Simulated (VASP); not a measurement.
# W2C3 (R-3c) in VASP: further runs

Runs on W2C3. Level: PBE. Tasks: relaxation of cell and atoms.

Program: VASP 6.6.1. These are calculated values, not measurements. Logs are shortened: lines on timing, memory, paths and dates and some standing lists are left out, and cuts for length are marked.

### 1 The crystal as given

It takes space group R-3c (No. 167, trigonal). The conventional cell has a = 5.443 Å, b = 5.443 Å, c = 14.626 Å, α = 90.00°, β = 90.00°, γ = 120.00°. W (site symmetry 3) has 6 C at 2.12 to 2.24 Å as nearest neighbours. C (site symmetry 2) is surrounded by 4 W at 2.12 to 2.24 Å.

The cell was built by a generator and needn't be a form met in nature.

### 2 Relaxation of cell and atoms, PBE

File INCAR:

```
SYSTEM = W2C3
PREC = Normal
ENCUT = 520
EDIFF = 1E-4
ISMEAR = 0
SIGMA = 0.15
LREAL = Auto
LASPH = .TRUE.
NELM = 60
ALGO = Fast
ISIF = 3
LWAVE = .FALSE.
LCHARG = .FALSE.
GGA = PE
IBRION = 2
NSW = 24
EDIFFG = -0.08
```

File KPOINTS:

```
Automatic mesh
0
G
  4 4 4
  0 0 0
```

File POSCAR:

```
W2C3
1.0
    2.7216806600      1.5713630600      4.8751990300
   -2.7216806600      1.5713630600      4.8751990300
    0.0000000000     -3.1427261200      4.8751990300
W C
4 6
Direct
    0.6480000000      0.6480000000      0.6480000000
    0.8520000000      0.8520000000      0.8520000000
    0.3520000000      0.3520000000      0.3520000000
    0.1480000000      0.1480000000      0.1480000000
    0.5560000000      0.9440000000      0.2500000000
    0.2500000000      0.5560000000      0.9440000000
    0.9440000000      0.2500000000      0.5560000000
    0.0560000000      0.7500000000      0.4440000000
    0.7500000000      0.4440000000      0.0560000000
    0.4440000000      0.0560000000      0.7500000000
```

Potentials or basis: VASP PAW PBE potentials, release 64 (W_sv, C).

Run with:

```bash
$ cat potpaw_PBE.64/W_sv/POTCAR potpaw_PBE.64/C/POTCAR > POTCAR
$ mpirun -np 1 vasp_std > vasp.out
```

OUTCAR:

```text
SYSTEM = W2C3
   PREC = Normal
   ENCUT = 520
   EDIFF = 1E-4
   ISMEAR = 0
   LREAL = Auto
   LASPH = .TRUE.
   NELM = 60
   ISIF = 3
   GGA = PE
   IBRION = 2
   NSW = 24
   EDIFFG = -0.08

 ion  position               nearest neighbor table
   1  0.648  0.648  0.648-   6 2.12   5 2.12   7 2.12   8 2.24   9 2.24  10 2.24   2 2.98   3 3.19
                             3 3.19   3 3.19
   2  0.852  0.852  0.852-   7 2.12   5 2.12   6 2.12   8 2.24   9 2.24  10 2.24   1 2.98   4 3.19
                             4 3.19   4 3.19
   3  0.352  0.352  0.352-   9 2.12  10 2.12   8 2.12   7 2.24   6 2.24   5 2.24   4 2.98   1 3.19
                             1 3.19   1 3.19
   4  0.148  0.148  0.148-   8 2.12  10 2.12   9 2.12   7 2.24   6 2.24   5 2.24   3 2.98   2 3.19
                             2 3.19   2 3.19
   5  0.556  0.944  0.250-   1 2.12   2 2.12   3 2.24   4 2.24
   6  0.250  0.556  0.944-   1 2.12   2 2.12   3 2.24   4 2.24
   7  0.944  0.250  0.556-   2 2.12   1 2.12   3 2.24   4 2.24
   8  0.056  0.750  0.444-   4 2.12   3 2.12   1 2.24   2 2.24
   9  0.750  0.444  0.056-   3 2.12   4 2.12   1 2.24   2 2.24
  10  0.444  0.056  0.750-   3 2.12   4 2.12   1 2.24   2 2.24

  LATTYP: Found a trigonal (rhomboedric) cell.
 ALAT       =     5.8003700799
 COS(alpha) =     0.5596551492

  Lattice vectors:

 A1 = (   2.7216806600,   1.5713630600,   4.8751990300)
 A2 = (  -2.7216806600,   1.5713630600,   4.8751990300)
 A3 = (   0.0000000000,  -3.1427261200,   4.8751990300)

Analysis of symmetry for initial positions (statically):
=====================================================================
 Subroutine PRICEL returns:
 Original cell was already a primitive cell.

 Routine SETGRP: Setting up the symmetry group for a
 trigonal (rhombohedral) supercell.

 Subroutine GETGRP returns: Found 12 space group operations
 (whereof  6 operations were pure point group operations)
 out of a pool of 12 trial point group operations.

The static configuration has the point symmetry S_6 .
 The point group associated with its full space group is D_3d.

Analysis of symmetry for dynamics (positions and initial velocities):
=====================================================================
 Subroutine PRICEL returns:
 Original cell was already a primitive cell.

 Routine SETGRP: Setting up the symmetry group for a
 trigonal (rhombohedral) supercell.

 Subroutine GETGRP returns: Found 12 space group operations
 (whereof  6 operations were pure point group operations)
 out of a pool of 12 trial point group operations.

The dynamic configuration has the point symmetry S_6 .
 The point group associated with its full space group is D_3d.

 Subroutine INISYM returns: Found 12 space group operations
 (whereof  6 operations are pure point group operations),
 and found     1 'primitive' translations

----------------------------------------------------------------------------------------

                                     Primitive cell

  volume of cell :     125.1000

  direct lattice vectors                    reciprocal lattice vectors
     2.721680660  1.571363060  4.875199030     0.183710017  0.106065028  0.068373277
    -2.721680660  1.571363060  4.875199030    -0.183710017  0.106065028  0.068373277
     0.000000000 -3.142726120  4.875199030     0.000000000 -0.212130056  0.068373277

  length of vectors
     5.800370080  5.800370080  5.800370078     0.222876794  0.222876794  0.222876794

  position of ions in fractional coordinates (direct lattice)
     0.648000000  0.648000000  0.648000000
     0.852000000  0.852000000  0.852000000
     0.352000000  0.352000000  0.352000000
     0.148000000  0.148000000  0.148000000
     0.556000000  0.944000000  0.250000000
     0.250000000  0.556000000  0.944000000
     0.944000000  0.250000000  0.556000000
     0.056000000  0.750000000  0.444000000
     0.750000000  0.444000000  0.056000000
     0.444000000  0.056000000  0.750000000

  ion indices of the primitive-cell ions
   primitive index   ion index
                 1           1
                 2           2
                 3           3
                 4           4
                 5           5
                 6           6
                 7           7
                 8           8
                 9           9
                10          10

----------------------------------------------------------------------------------------

 KPOINTS: Automatic mesh

Automatic generation of k-mesh.
 Grid dimensions read from file:
 generate k-points for:    4    4    4

 Generating k-lattice:

  Cartesian coordinates                     Fractional coordinates (reciprocal lattice)
     0.045927504  0.026516257  0.017093319     0.250000000  0.000000000  0.000000000
    -0.045927504  0.026516257  0.017093319     0.000000000  0.250000000  0.000000000
     0.000000000 -0.053032514  0.017093319     0.000000000  0.000000000  0.250000000

  Length of vectors
     0.055719199  0.055719199  0.055719199

  Shift w.r.t. Gamma in fractional coordinates (k-lattice)
     0.000000000  0.000000000  0.000000000

 Subroutine IBZKPT returns following result:
 ===========================================

 Found     13 irreducible k-points:

 Following reciprocal coordinates:
            Coordinates               Weight
  0.000000  0.000000  0.000000      1.000000
  0.250000  0.000000  0.000000      6.000000
  0.500000  0.000000  0.000000      3.000000
  0.250000  0.250000  0.000000      6.000000
  0.500000  0.250000  0.000000     12.000000
 -0.250000  0.250000  0.000000      6.000000
  0.500000  0.500000  0.000000      3.000000
  0.250000  0.250000  0.250000      2.000000
  0.500000  0.250000  0.250000      6.000000
 -0.250000  0.250000  0.250000      6.000000
  0.500000  0.500000  0.250000      6.000000
 -0.250000  0.500000  0.250000      6.000000
  0.500000  0.500000  0.500000      1.000000
   k-points           NKPTS =     13   k-points in BZ     NKDIM =     13   number of bands    NBANDS=     48
   number of dos      NEDOS =    301   number of ions     NIONS =     10
   total plane-waves  NPLWV =  32768
   dimension x,y,z NGX =    32 NGY =   32 NGZ =   32
   dimension x,y,z NGXF=    64 NGYF=   64 NGZF=   64
   ions per type =               4   6
   NGX,Y,Z   is equivalent  to a cutoff of   9.17,  9.17,  9.17 a.u.
   NGXF,Y,Z  is equivalent  to a cutoff of  18.34, 18.34, 18.34 a.u.
 SYSTEM =  W2C3
   PREC   = normal    normal or accurate (medium, high low for compatibility)
   ISTART =      0    job   : 0-new  1-cont  2-samecut
   ICHARG =      2    charge: 1-file 2-atom 10-const
   ISPIN  =      1    spin polarized calculation?
   LNONCOLLINEAR =      F non collinear calculations
   LSORBIT =      F    spin-orbit coupling
   LASPH  =      T    aspherical Exc in radial PAW
   ENCUT  =  520.0 eV  38.22 Ry    6.18 a.u.  10.78 10.78 10.78*2*pi/ulx,y,z
   NELM   =     60;   NELMIN=  2; NELMDL= -5     # of ELM steps
   EDIFF  = 0.1E-03   stopping-criterion for ELM
   LREAL  =      T    real-space projection
   EDIFFG = -.8E-01   stopping-criterion for IOM
   NSW    =     24    number of steps for IOM
   IBRION =      2    ionic relax: 0-MD 1-quasi-New 2-CG
   NFREE  =      1    steps in history (QN), initial steepest desc. (CG)
   ISIF   =      3    stress and relaxation
   ISYM   =      2    0-nonsym 1-usesym 2-fastsym
   POTIM  = 0.5000    time-step for ionic-motion
   TEBEG  =    0.0;   TEEND  =   0.0 temperature during run
   PSTRESS=    0.0 pullay stress
   NELECT =      80.0000    total number of electrons
   NUPDOWN=      -1.0000    fix difference up-down
   EMIN   =  10.00;   EMAX   =-10.00  energy-range for DOS
   EFERMI =   0.00;   METHOD = LEGACY
   ISMEAR =     0;   SIGMA  =   0.15  broadening in eV -4-tet -1-fermi 0-gaus
   EFERMI_NEDOS =   21; number of points for ismear=-14 and -15
   IALGO  =     68    algorithm
   IMIX   =      4    mixing-type and parameters
     AMIX     =   0.40;   BMIX     =  1.00
     AMIX_MAG =   1.60;   BMIX_MAG =  1.00
  volume/ion in A,a.u.               =      12.51        84.42
  Fermi-wavevector in a.u.,A,eV,Ry     =   1.410433  2.665331 27.066350  1.989321
  Thomas-Fermi vector in A             =   2.532387
   LORBIT       =      0    0 simple, 1 ext, 2 COOP (PROOUT), +10 PAW based schemes
   GGA     = PE    functional components
   LHFCALC =     F    Hartree Fock is set to
   AEXX    =    0.0000 exact exchange contribution
   IVDW    =     0    specifies the selected vdW correction
   LEPSILON=     F    determine dielectric tensor
   LRPA    =     F    only Hartree local field effects (RPA)
 conjugate gradient relaxation of ions
 non-spin polarized calculation
 RMM-DIIS sequential band-by-band and
 Gauss-broadening in eV      SIGMA  =   0.15
  energy-cutoff  :      520.00
  volume of cell :      125.10
 maximum number of plane-waves:      3390
   NGX = 21   NGY = 21   NGZ = 21

--------------------------------------- Ionic step        1  -------------------------------------------

 number of electron      80.0000037 magnetization

 Free energy of the ion-electron system (eV)
  ---------------------------------------------------
  ext. energy  EPLUGINS =         0.00000000
  ---------------------------------------------------
  free energy    TOTEN  =       -96.67671695 eV

  energy without entropy =      -96.60795020  energy(sigma->0) =      -96.64233357

------------------------ aborting loop because EDIFF is reached ----------------------------------------

  FORCE on cell =-STRESS in cart. coord.  units (eV):
  Direction    XX          YY          ZZ          XY          YZ          ZX
  --------------------------------------------------------------------------------------
  -------------------------------------------------------------------------------------
  Total      -15.1880387    -15.1880387     -5.7548854      0.0000000     -0.0000000      0.0000000
  in kB     -194.5158386   -194.5158382    -73.7038133      0.0000000     -0.0000000      0.0000000
  external PRESSURE =    -154.2451634 kB  Pullay stress =       0.0000000 kB
[... 113 lines left out ...]
  FREE ENERGIE OF THE ION-ELECTRON SYSTEM (eV)
  ---------------------------------------------------
  free  energy   TOTEN  =       -97.1975339433 eV

  energy  without entropy=      -97.1352876252  energy(sigma->0) =      -97.16641078

[... ionic steps 4 to 7 ...]

--------------------------------------- Ionic step        8  -------------------------------------------

 number of electron      80.0000003 magnetization

------------------------ aborting loop because EDIFF is reached ----------------------------------------
[... 83 lines left out ...]
--------------------------------------- Ionic step       10  -------------------------------------------

 number of electron      79.9999997 magnetization

 Free energy of the ion-electron system (eV)
  ---------------------------------------------------
  ext. energy  EPLUGINS =         0.00000000
  ---------------------------------------------------
  free energy    TOTEN  =       -97.44259247 eV

  energy without entropy =      -97.37594945  energy(sigma->0) =      -97.40927096

 E-fermi :   7.6371     XC(G=0): -12.2799

 val. band max:        7.6369292043   @ k =   0.5000   0.2500   0.0000
 cond. band min:       7.6485423008   @ k =  -0.2500   0.2500   0.2500
 fundamental gap:      0.0116130965
 Fermi energy:         7.6370500055

 k-point     1 :       0.0000    0.0000    0.0000
  band No.  band energies     occupation
      1     -66.7194      2.00000
      2     -66.7015      2.00000
      3     -66.6941      2.00000
      4     -66.6781      2.00000
      5     -31.1083      2.00000
      6     -31.1083      2.00000
[... 689 lines left out ...]
  FREE ENERGIE OF THE ION-ELECTRON SYSTEM (eV)
  ---------------------------------------------------
  free  energy   TOTEN  =       -97.4425924684 eV

  energy  without entropy=      -97.3759494543  energy(sigma->0) =      -97.40927096

 reached required accuracy - stopping structural energy minimisation
```

Wall time 4.7 min (1 thread of Intel Xeon Platinum 8488C (Sapphire Rapids), shared host); peak memory 0.21 GiB.

Results:

- Free energy: -97.4426 eV
- Relaxed volume: 11.85 Å³/atom
- Relaxed cell: a = 5.857 Å, b = 5.857 Å, c = 5.857 Å, α = 52.91°, β = 52.91°, γ = 52.91°
- Space group after relaxing (to 0.05 Å): R-3c (No. 167)
- Energy gained by relaxing: 76.6 meV/atom
- Ionic steps: 10
- Pressure after relaxing: -0.2 GPa
- Largest force after relaxing: 0.077 eV/Å
- Band gap on the k mesh: none (metal or under the smearing width)

Forces in eV/Å, atoms in the order of the input:
```
W    0.000  0.000  0.012
W    0.000  0.000 -0.012
W    0.000  0.000 -0.012
W    0.000  0.000  0.012
C    0.077  0.000  0.000
C   -0.038  0.066  0.000
C   -0.038 -0.066  0.000
C    0.038  0.066  0.000
C    0.038 -0.066  0.000
C   -0.077  0.000  0.000
```

Stress tensor (GPa, compression positive):
```
-0.41  0.00  0.00
 0.00 -0.41  0.00
 0.00  0.00  0.14
```

Step by step:
| step | energy change (eV) | largest force (eV/Å) | pressure (GPa) | volume (Å³) |
| --- | --- | --- | --- | --- |
| 1 | 0.0000 | 0.5784 | -15.42 | 125.10 |
| 2 | 0.9388 | 0.1839 | 42.51 | 104.46 |
| 3 | -0.5208 | 0.4218 | 1.66 | 116.93 |
| 4 | -0.5215 | 0.4109 | 2.04 | 116.70 |
| 5 | -0.6693 | 0.4190 | 1.11 | 117.49 |
| 6 | -0.7069 | 0.4538 | 0.01 | 118.06 |
| 7 | -0.7467 | 0.2753 | -0.37 | 118.24 |
| 8 | -0.7606 | 0.1660 | -0.28 | 118.34 |
| 9 | -0.7630 | 0.1813 | -0.57 | 118.56 |
| 10 | -0.7659 | 0.0767 | -0.23 | 118.46 |

Final structure:
```yaml
crystal:
  lattice:
    - [2.60929, 1.50648, 5.02250]
    - [-2.60929, 1.50648, 5.02250]
    - [0.00000, -3.01295, 5.02250]
  atoms:
    - { symbol: W, position: [0.65413, 0.65413, 0.65413] }
    - { symbol: W, position: [0.84587, 0.84587, 0.84587] }
    - { symbol: W, position: [0.34587, 0.34587, 0.34587] }
    - { symbol: W, position: [0.15413, 0.15413, 0.15413] }
    - { symbol: C, position: [0.56599, 0.93401, 0.25000] }
    - { symbol: C, position: [0.25000, 0.56599, 0.93401] }
    - { symbol: C, position: [0.93401, 0.25000, 0.56599] }
    - { symbol: C, position: [0.06599, 0.75000, 0.43401] }
    - { symbol: C, position: [0.75000, 0.43401, 0.06599] }
    - { symbol: C, position: [0.43401, 0.06599, 0.75000] }
```

Caveat: the relaxation stopped at a loose force limit of 0.08 eV/Å, so its end isn't a converged minimum.

### 3 Relaxation of cell and atoms, PBE

This run uses another cell than the first one, of the same volume but with other edges.

INCAR is that of step 2.

File KPOINTS:

```
Automatic mesh
0
G
  6 6 2
  0 0 0
```

File POSCAR:

```
W2C3
1.0
    3.1821973400      0.0000000000      0.0000000000
   -1.5910986700      2.7558637300      0.0000000000
    0.0000000000      0.0000000000     14.2650225400
W C
4 6
Direct
    0.6666666700      0.3333333300      0.6410000000
    0.6666666700      0.3333333300      0.8590000000
    0.3333333300      0.6666666700      0.3590000000
    0.3333333300      0.6666666700      0.1410000000
    0.6666666700      0.3333333300      0.4720000000
    0.3333333300      0.6666666700      0.5280000000
    0.3333333300      0.6666666700      0.7500000000
    0.3333333300      0.6666666700      0.9720000000
    0.6666666700      0.3333333300      0.0280000000
    0.6666666700      0.3333333300      0.2500000000
```

Potentials or basis: VASP PAW PBE potentials, release 64 (W_sv, C).

Run with:

```bash
$ cat potpaw_PBE.64/W_sv/POTCAR potpaw_PBE.64/C/POTCAR > POTCAR
$ mpirun -np 1 vasp_std > vasp.out
```

Run time: 5.9 min. Hardware: 1 thread of Intel Xeon Platinum 8488C (Sapphire Rapids), shared host; peak memory 0.2 GiB.

Results (log left out):

| Property | Result |
| --- | --- |
| Free energy | -101.5229 eV |
| Relaxed volume | 9.76 Å³/atom |
| Relaxed cell | a = 2.964 Å, b = 2.964 Å, c = 12.836 Å, α = 90.00°, β = 90.00°, γ = 120.00° |
| Space group after relaxing (to 0.05 Å) | P6_3/mmc (No. 194) |
| Energy gained by relaxing | 703.4 meV/atom |
| Ionic steps | 11 |
| Pressure after relaxing | -0.8 GPa |
| Largest force after relaxing | 0.077 eV/Å |
| Band gap on the k mesh | none (metal or under the smearing width) |

Forces on the atoms (eV/Å):
```
W    0.000  0.000 -0.077
W    0.000  0.000  0.077
W    0.000  0.000  0.077
W    0.000  0.000 -0.077
C    0.000  0.000 -0.039
C    0.000  0.000  0.039
C    0.000  0.000  0.000
C    0.000  0.000 -0.039
C    0.000  0.000  0.039
C    0.000  0.000  0.000
```

Stress tensor (GPa, compression positive):
```
-0.95  0.00  0.00
 0.00 -0.95  0.00
 0.00  0.00 -0.35
```

Step by step:
```csv
step,energy change (eV),largest force (eV/Å),pressure (GPa),volume (Å³)
1,0.0000,1.3032,-54.22,125.10
2,23.6157,1.9715,401.84,62.92
3,-6.2781,2.0801,-13.81,100.02
4,-6.4295,2.1341,-5.92,97.73
5,-6.4628,2.1488,0.77,96.00
6,-6.6230,1.0874,12.27,93.55
7,-6.8455,0.6555,5.92,94.60
8,-6.9592,0.3450,-5.51,98.20
9,-6.9608,0.3791,-4.90,97.80
10,-7.0342,0.0816,-0.79,97.64
11,-7.0343,0.0773,-0.75,97.64
```

Final structure:
```
W C
1.0
     2.96363    0.00000    0.00000
    -1.48182    2.56658    0.00000
     0.00000    0.00000   12.83597
W C
4 6
Direct
  0.66667 0.33333 0.63825
  0.66667 0.33333 0.86175
  0.33333 0.66667 0.36175
  0.33333 0.66667 0.13825
  0.66667 0.33333 0.46153
  0.33333 0.66667 0.53847
  0.33333 0.66667 0.75000
  0.33333 0.66667 0.96153
  0.66667 0.33333 0.03847
  0.66667 0.33333 0.25000
```

Levels at points of the mesh, in eV from the Fermi level:
```csv
k point,band 38,band 39,band 40,band 41,band 42,band 43
"(0.00, 0.00, 0.00)",-1.76,-0.96,-0.81,-0.65,-0.65,0.93
"(0.50, 0.00, 0.00)",-1.72,-1.23,0.48,0.79,0.86,2.74
"(0.00, 0.00, 0.50)",-2.35,-1.03,-1.03,0.10,0.10,0.10
"(0.50, 0.00, 0.50)",-1.68,-0.25,-0.25,0.76,0.76,2.89
```

Caveat: the k mesh is coarse (spacing up to 0.38 Å⁻¹), so the values aren't converged; the volume moved by over 15 % at a fixed basis, so the end points are rough; the relaxation stopped at a loose force limit of 0.08 eV/Å, so its end isn't a converged minimum. Spin-orbit coupling is left out, which matters for the levels of W.
